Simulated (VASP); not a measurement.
# TaN (P6_3mc) in VASP: further runs, part 2 of 2

VASP 6.6.1.

## (3) Single point, PBE+U, collinear spin, twin_end start

The input, INCAR:

```
SYSTEM = TaN
PREC     = Accurate       ! precision mode
ENCUT    = 520            ! plane-wave cutoff, eV
EDIFF    = 1E-6           ! SCF threshold, eV
ISMEAR   = 0              ! smearing method
SIGMA    = 0.05           ! smearing width, eV
LREAL    = .False.        ! projectors in reciprocal space
LASPH    = .True.         ! aspherical terms in the spheres
NELM     = 150            ! most SCF steps
ALGO     = Normal         ! electronic algorithm
ISIF     = 2              ! what is computed and relaxed
LWAVE    = .False.        ! write WAVECAR
LCHARG   = .False.        ! write CHGCAR
ISPIN    = 2              ! spin polarisation
MAGMOM   = 0.02 0.02 0 0  ! initial moments
LORBIT   = 11             ! projections on sites
LMAXMIX  = 4              ! l up to which the mixer works
LDAU     = .True.         ! DFT+U
LDAUTYPE = 2            
LDAUL    = 2 -1           ! shell
LDAUU    = 6 0            ! U, eV
LDAUJ    = 0 0          
LDAUPRINT= 1            
GGA      = PE             ! functional
NBANDS   = 28             ! bands
```

The input, KPOINTS:

```
Automatic mesh
0
Gamma
  7 7 4
  0 0 0
```

The input, POSCAR:

```
TaN
1.0
    3.0500020400      0.0000000000      0.0000000000
   -1.5250010200      2.6413792500      0.0000000000
    0.0000000000      0.0000000000      4.9400015300
Ta N
2 2
Direct
    0.3333333333      0.6666666667      0.0000000000
    0.6666666667      0.3333333333      0.5000000000
    0.3333333333      0.6666666667      0.3850000000
    0.6666666667      0.3333333333      0.8850000000
```

Potentials or basis: VASP PAW PBE potentials, release 64 (Ta_pv, N).

Run with:

```sh
> cat potpaw_PBE.64/Ta_pv/POTCAR potpaw_PBE.64/N/POTCAR > POTCAR
> mpirun -np 1 vasp_std > vasp.out
```

OUTCAR:

```text
SYSTEM = TaN
   PREC = Accurate
   ENCUT = 520
   EDIFF = 1E-6
   ISMEAR = 0
   LREAL = .False.
   LASPH = .True.
   NELM = 150
   ISIF = 2
   ISPIN = 2
   LORBIT = 11
   GGA = PE

 ion  position               nearest neighbor table
   1  0.333  0.667  0.000-   4 1.85   4 1.85   4 1.85   3 1.90   2 3.03   2 3.03   2 3.03   2 3.03
                             2 3.03   2 3.03
   2  0.667  0.333  0.500-   3 1.85   3 1.85   3 1.85   4 1.90   1 3.03   1 3.03   1 3.03   1 3.03
                             1 3.03   1 3.03
   3  0.333  0.667  0.385-   2 1.85   2 1.85   2 1.85   1 1.90
   4  0.667  0.333  0.885-   1 1.85   1 1.85   1 1.85   2 1.90

  LATTYP: Found a hexagonal cell.
 ALAT       =     3.0500020400
 C/A-ratio  =     1.6196715495

  Lattice vectors:

 A1 = (   3.0500020400,   0.0000000000,   0.0000000000)
 A2 = (  -1.5250010200,   2.6413792500,   0.0000000000)
 A3 = (   0.0000000000,   0.0000000000,   4.9400015300)

Analysis of symmetry for initial positions (statically):
=====================================================================
 Subroutine PRICEL returns:
 Original cell was already a primitive cell.
[... 1768 lines left out ...]
  --------------------------------------------------------------------------------------
  -------------------------------------------------------------------------------------
  Total       42.7900279     42.7900279     38.3054718      0.0000000      0.0000000      0.0000000
  in kB     1722.6425755   1722.6425778   1542.1031456      0.0000000      0.0000000      0.0000000
  external PRESSURE =    1662.4627663 kB  Pullay stress =       0.0000000 kB

 VOLUME and BASIS-vectors are now :
 -----------------------------------------------------------------------------
  energy-cutoff  :      520.00
  volume of cell :       39.80
      direct lattice vectors                 reciprocal lattice vectors
     3.050002040  0.000000000  0.000000000     0.327868633  0.189295043  0.000000000
    -1.525001020  2.641379250  0.000000000     0.000000000  0.378590087  0.000000000
     0.000000000  0.000000000  4.940001530     0.000000000  0.000000000  0.202429087

 POSITION                                       TOTAL-FORCE (eV/Angst)
 -----------------------------------------------------------------------------------
     -0.00000      1.76092      0.00000         0.000000     -0.000000      2.416402
      1.52500      0.88046      2.47000        -0.000000     -0.000000      2.416402
     -0.00000      1.76092      1.90190         0.000000      0.000000     -2.416402
      1.52500      0.88046      4.37190        -0.000000      0.000000     -2.416402
 -----------------------------------------------------------------------------------
    total drift:                               -0.000000      0.000000      0.000374

  FREE ENERGIE OF THE ION-ELECTRON SYSTEM (eV)
  ---------------------------------------------------
  free  energy   TOTEN  =       -25.4024772802 eV

  energy  without entropy=      -25.3985403161  energy(sigma->0) =      -25.40050880

 total charge

# of ion       s       p       d       tot
------------------------------------------
    1        0.424   6.443   2.773   9.640
    2        0.424   6.443   2.773   9.640
    3        1.305   2.797   0.000   4.103
    4        1.305   2.797   0.000   4.103
--------------------------------------------------
tot          3.458  18.482   5.546  27.485

 magnetization (x)

# of ion       s       p       d       tot
------------------------------------------
    1        0.000   0.000  -0.000   0.000
    2        0.000   0.000  -0.000   0.000
    3        0.000  -0.000   0.000  -0.000
    4        0.000  -0.000   0.000  -0.000
--------------------------------------------------
tot          0.000  -0.000  -0.000  -0.000
```

OSZICAR:

```text
N       E                     dE             d eps       ncg     rms          rms(c)
DAV:   1     0.309888068485E+03    0.30989E+03   -0.16741E+04  2688   0.122E+03
DAV:   2    -0.179017001339E+02   -0.32779E+03   -0.31093E+03  2972   0.391E+02
DAV:   3    -0.339506230564E+02   -0.16049E+02   -0.15767E+02  3224   0.850E+01
DAV:   4    -0.340841575938E+02   -0.13353E+00   -0.13331E+00  3040   0.807E+00
DAV:   5    -0.340849968246E+02   -0.83923E-03   -0.83915E-03  3232   0.613E-01    0.583E+01
DAV:   6    -0.252748624851E+02    0.88101E+01   -0.19308E+01  2864   0.372E+01    0.230E+01
DAV:   7    -0.253804269328E+02   -0.10556E+00   -0.14003E+00  3044   0.820E+00    0.130E+01
DAV:   8    -0.254120716776E+02   -0.31645E-01   -0.17809E-01  3048   0.263E+00    0.199E+00
DAV:   9    -0.254005645707E+02    0.11507E-01   -0.22327E-02  3048   0.978E-01    0.254E-01
DAV:  10    -0.254021255964E+02   -0.15610E-02   -0.26978E-03  3220   0.416E-01    0.161E-01
DAV:  11    -0.254024124511E+02   -0.28685E-03   -0.18175E-04  3180   0.107E-01    0.471E-02
DAV:  12    -0.254024425638E+02   -0.30113E-04   -0.45578E-05  3272   0.593E-02    0.316E-02
DAV:  13    -0.254024793359E+02   -0.36772E-04   -0.30741E-05  3104   0.406E-02    0.159E-02
DAV:  14    -0.254024839272E+02   -0.45913E-05   -0.21904E-06  2596   0.101E-02    0.116E-02
DAV:  15    -0.254024902450E+02   -0.63178E-05   -0.16248E-06  2620   0.925E-03    0.113E-02
DAV:  16    -0.254024932516E+02   -0.30066E-05   -0.44744E-07  1864   0.487E-03    0.120E-02
DAV:  17    -0.254024781712E+02    0.15080E-04   -0.17401E-05  3076   0.299E-02    0.740E-03
DAV:  18    -0.254024772802E+02    0.89102E-06   -0.50993E-06  2780   0.150E-02
   1 F= -.25402477E+02 E0= -.25400509E+02  d E =-.393696E-02  mag=     0.0002
```

It took 38 s on 1 thread of Intel Xeon Platinum 8559C (Emerald Rapids), shared host; peak memory 0.2 GiB.

Results:

| Quantity | Value |
| --- | --- |
| Free energy | -25.4025 eV |
| Pressure | 166.2 GPa |
| Largest force | 2.416 eV/Å |
| Band gap on the k mesh | none (metal or under the smearing width) |
| Net moment | 0.00 μB per cell |
| Valence electrons inside the program's atomic spheres | Ta 9.64; N 4.10 |

Forces in eV/Å, atoms in the order of the input:
```
Ta   0.000  0.000  2.416
Ta   0.000  0.000  2.416
N    0.000  0.000 -2.416
N    0.000  0.000 -2.416
```

Eigenvalues of the final occupation matrices:
| site | spin | trace | eigenvalues |
| --- | --- | --- | --- |
| site 1 d | 1 | 1.42 | 0.19 0.19 0.33 0.35 0.35 |
| site 1 d | 2 | 1.42 | 0.19 0.19 0.33 0.35 0.35 |
| site 2 d | 1 | 1.42 | 0.19 0.19 0.33 0.35 0.35 |
| site 2 d | 2 | 1.42 | 0.19 0.19 0.33 0.35 0.35 |

Caveat: a pressure of tens of GPa on the cell as given is suspect, and the run, the potentials or the cell itself is likely at fault; forces of over 1 eV/Å show positions far from the minimum, so gaps and moduli don't describe the material at rest. The run has no spin-orbit coupling, so splittings on Ta are missing.
